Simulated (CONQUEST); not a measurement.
## LiF (Griceite) under changes of volume

One of the cells (8.169 Å³/atom); the others are scaled copies at fixed shape and fractional positions:

```
F Li
1.0
     2.84823    0.00000    0.00000
     0.00000    2.84823    0.00000
     0.00000    0.00000    4.02800
F Li
2 2
Direct
  0.00000 0.00000 0.50000
  0.50000 0.50000 0.00000
  0.00000 0.00000 0.00000
  0.50000 0.50000 0.50000
```

| Item | Value |
| --- | --- |
| Program | CONQUEST 1.3 |
| Functional | PBE |
| Potentials or basis | PseudoDojo NC PBE, DZP, grid of 32 × 32 × 48 points |
| k mesh | 9 × 9 × 7 |
| Occupations | fermi-dirac, width 0.05 eV |
| Spin | no spin polarisation |

| volume (Å³/atom) | energy over the lowest point (meV/atom) | pressure (GPa) | gap on the mesh (eV) |
| --- | --- | --- | --- |
| 7.679 | 20.33 | 8.4 | 9.63 |
| 7.842 | 12.69 | 6.5 | 9.43 |
| 8.006 | 6.94 | 4.7 | 9.23 |
| 8.169 | 2.96 | 3.1 | 9.05 |
| 8.333 | ? | ? | ? |
| 8.496 | 0.00 | 0.0 | 8.71 |
| 8.659 | 0.59 | -1.2 | 8.55 |

What does the run at 8.333 Å³/atom give?

Energy over the lowest point 0.69 meV/atom; pressure 1.4 GPa; gap on the mesh 8.88 eV.

Worked out: A Birch-Murnaghan fit of order 3 (a polynomial in V^(-2/3)) to the other rows has its minimum at 8.50 Å³/atom with B0 = V·E''(V) = 71 GPa and B' = 3.3. It gives 0.72 meV/atom at 8.333 Å³/atom, against the run's 0.69, and -dE/dV = 1.5 GPa, against 1.4. A straight line through the other rows of the gap, of slope -8.97 eV per unit of ln V, gives 8.88 eV, against the run's 8.88.

Energies are extrapolated to zero smearing.

Caveats: an odd mesh through Γ misses points on the zone boundary, where band edges often lie; the basis of atomic orbitals isn't converged, which shifts pressures, moduli and gaps; the real-space grid breaks the cell's symmetry a little (some runs).
